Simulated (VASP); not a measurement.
# ZnO (P6_3mc) in VASP: a series of runs, part 2 of 2

VASP 6.6.1. The steps go on from the part before.

### 3 Relaxation of cell and atoms, PBEsol

This run uses another cell than the first one, of 11.90 Å³/atom, 1.005 times its volume.

Contents of INCAR:

```
SYSTEM = ZnO
  ALGO = Normal
  EDIFF = 1E-6
  EDIFFG = -0.01
  ENCUT = 600
  GGA = PS
  IBRION = 2
  ISIF = 3
  ISMEAR = 0
  LASPH = .TRUE.
  LCHARG = .FALSE.
  LREAL = .FALSE.
  LWAVE = .FALSE.
  NELM = 80
  NSW = 90
  PREC = Accurate
  SIGMA = 0.03
```

Contents of KPOINTS:

```
k-points
0
G
  9 9 5
  0 0 0
```

Contents of POSCAR:

```
ZnO
1.0
    3.2493080000      0.0000000000      0.0000000000
   -1.6246540000      2.8139832700      0.0000000000
    0.0000000000      0.0000000000      5.2057090000
Zn O
2 2
Direct
    0.3333333300      0.6666666700      0.5000000000
    0.6666666700      0.3333333300      0.0000000000
    0.6666666700      0.3333333300      0.3790100000
    0.3333333300      0.6666666700      0.8790100000
```

Potentials or basis: VASP PAW PBE potentials, release 64 (Zn, O).

Started as:

```
$ cat potpaw_PBE.64/Zn/POTCAR potpaw_PBE.64/O/POTCAR > POTCAR
$ mpirun -np 1 vasp_std > vasp.out
```

OUTCAR:

```text
SYSTEM = ZnO
   EDIFF = 1E-6
   EDIFFG = -0.01
   ENCUT = 600
   GGA = PS
   IBRION = 2
   ISIF = 3
   ISMEAR = 0
   LASPH = .TRUE.
   LREAL = .FALSE.
   NELM = 80
   NSW = 90
   PREC = Accurate

 ion  position               nearest neighbor table
   1  0.333  0.667  0.500-   4 1.97   3 1.98   3 1.98   3 1.98
   2  0.667  0.333  0.000-   3 1.97   4 1.98   4 1.98   4 1.98
   3  0.667  0.333  0.379-   2 1.97   1 1.98   1 1.98   1 1.98
   4  0.333  0.667  0.879-   1 1.97   2 1.98   2 1.98   2 1.98

  LATTYP: Found a hexagonal cell.
 ALAT       =     3.2493080000
 C/A-ratio  =     1.6020977390

  Lattice vectors:

 A1 = (   3.2493080000,   0.0000000000,   0.0000000000)
 A2 = (  -1.6246540000,   2.8139832700,   0.0000000000)
 A3 = (   0.0000000000,   0.0000000000,   5.2057090000)

Analysis of symmetry for initial positions (statically):
=====================================================================
 Subroutine PRICEL returns:
 Original cell was already a primitive cell.

 Routine SETGRP: Setting up the symmetry group for a
 hexagonal supercell.

 Subroutine GETGRP returns: Found 12 space group operations
 (whereof  6 operations were pure point group operations)
 out of a pool of 24 trial point group operations.

The static configuration has the point symmetry C_3v.
 The point group associated with its full space group is C_6v.

Analysis of symmetry for dynamics (positions and initial velocities):
=====================================================================
 Subroutine PRICEL returns:
 Original cell was already a primitive cell.

 Routine SETGRP: Setting up the symmetry group for a
 hexagonal supercell.

 Subroutine GETGRP returns: Found 12 space group operations
 (whereof  6 operations were pure point group operations)
 out of a pool of 24 trial point group operations.

The dynamic configuration has the point symmetry C_3v.
[... 131 lines left out ...]
   AEXX    =    0.0000 exact exchange contribution
   IVDW    =     0    specifies the selected vdW correction
   LEPSILON=     F    determine dielectric tensor
   LRPA    =     F    only Hartree local field effects (RPA)
 conjugate gradient relaxation of ions
 non-spin polarized calculation
 Gauss-broadening in eV      SIGMA  =   0.03
  energy-cutoff  :      600.00
  volume of cell :       47.60
 maximum number of plane-waves:      1605
 NGX is ok and might be reduce to    28
   NGX = 13   NGY = 13   NGZ = 21

--------------------------------------- Ionic step        1  -------------------------------------------

 number of electron      36.0000008 magnetization

 Free energy of the ion-electron system (eV)
  ---------------------------------------------------
  ext. energy  EPLUGINS =         0.00000000
  ---------------------------------------------------
  free energy    TOTEN  =       -19.41388202 eV

  energy without entropy =      -19.41388202  energy(sigma->0) =      -19.41388202

------------------------ aborting loop because EDIFF is reached ----------------------------------------

  FORCE on cell =-STRESS in cart. coord.  units (eV):
  Direction    XX          YY          ZZ          XY          YZ          ZX
  --------------------------------------------------------------------------------------
  -------------------------------------------------------------------------------------
  Total       -0.3667842     -0.3667842      0.1427934      0.0000000      0.0000000      0.0000000
  in kB      -12.3460768    -12.3460768      4.8064717      0.0000000      0.0000000      0.0000000
  external PRESSURE =      -6.6285606 kB  Pullay stress =       0.0000000 kB
[... 253 lines left out ...]
--------------------------------------- Ionic step        8  -------------------------------------------

 number of electron      36.0000009 magnetization

 Free energy of the ion-electron system (eV)
  ---------------------------------------------------
  ext. energy  EPLUGINS =         0.00000000
  ---------------------------------------------------
  free energy    TOTEN  =       -19.41561881 eV

  energy without entropy =      -19.41561881  energy(sigma->0) =      -19.41561881

 E-fermi :   1.3023     XC(G=0): -11.2129

 val. band max:        1.0976258782   @ k =   0.0000   0.0000   0.0000
 cond. band min:       1.7816065704   @ k =   0.0000   0.0000   0.0000
 fundamental gap:      0.6839806921
 Fermi energy:         1.3023091499

 k-point     1 :       0.0000    0.0000    0.0000
  band No.  band energies     occupation
      1     -16.9893      2.00000
      2     -16.2414      2.00000
      3      -4.6687      2.00000
      4      -4.6444      2.00000
      5      -4.6444      2.00000
      6      -4.6002      2.00000
[... 589 lines left out ...]
     21       8.7970      0.00000
     22       9.0948      0.00000

 [... further k-points ...]

------------------------ aborting loop because EDIFF is reached ----------------------------------------

  FORCE on cell =-STRESS in cart. coord.  units (eV):
  Direction    XX          YY          ZZ          XY          YZ          ZX
  --------------------------------------------------------------------------------------
  -------------------------------------------------------------------------------------
  Total        0.0071288      0.0071288      0.0225790      0.0000000      0.0000000      0.0000000
  in kB        0.2411728      0.2411728      0.7638657      0.0000000      0.0000000      0.0000000
  external PRESSURE =       0.4154038 kB  Pullay stress =       0.0000000 kB
[... 19 lines left out ...]
  FREE ENERGIE OF THE ION-ELECTRON SYSTEM (eV)
  ---------------------------------------------------
  free  energy   TOTEN  =       -19.4156188097 eV

  energy  without entropy=      -19.4156188097  energy(sigma->0) =      -19.41561881

 reached required accuracy - stopping structural energy minimisation
```

Wall time 82 s (1 thread of Intel Xeon 6975P-C (Granite Rapids), shared host); peak memory 0.2 GiB.

Results:

```yaml
Free_energy: -19.4156 eV
Relaxed_volume: 11.84 Å³/atom
Relaxed_cell: a = 3.236 Å, b = 3.236 Å, c = 5.222 Å, α = 90.00°, β = 90.00°, γ = 120.00°
Space_group_after_relaxing_to_0.05_Å: P6_3mc (No. 186)
Energy_gained_by_relaxing: 0.4 meV/atom
Ionic_steps: 8
Pressure_after_relaxing: 0.0 GPa
Band_gap_on_the_k_mesh: 0.68 eV, direct
```

Step by step:
```
step  energy change (eV)  largest force (eV/Å)  pressure (GPa)  volume (Å³)
   1              0.0000                0.0651           -0.66        47.60
   2             -0.0014                0.0326            0.43        47.26
   3             -0.0016                0.0060            0.06        47.35
   4             -0.0016                0.0081            0.18        47.34
   5             -0.0017                0.0182           -0.09        47.40
   6             -0.0017                0.0143           -0.05        47.38
   7             -0.0017                0.0104            0.00        47.37
   8             -0.0017                0.0004            0.04        47.36
```

Final structure:
```
Zn O
1.0
     3.23614    0.00000    0.00000
    -1.61807    2.80258    0.00000
     0.00000    0.00000    5.22172
Zn O
2 2
Direct
  0.33333 0.66667 0.49998
  0.66667 0.33333 0.99998
  0.66667 0.33333 0.37903
  0.33333 0.66667 0.87903
```

Levels at points of the mesh, in eV from the valence-band top:
```
           k point  band 15  band 16  band 17  band 18  band 19  band 20  band 21  band 22
(0.00, 0.00, 0.00)    -0.81    -0.09     0.00     0.00     0.68     5.14     8.09    12.80
```

Caveat: the PAW data sets were made with another functional, which shifts forces and pressure a little.
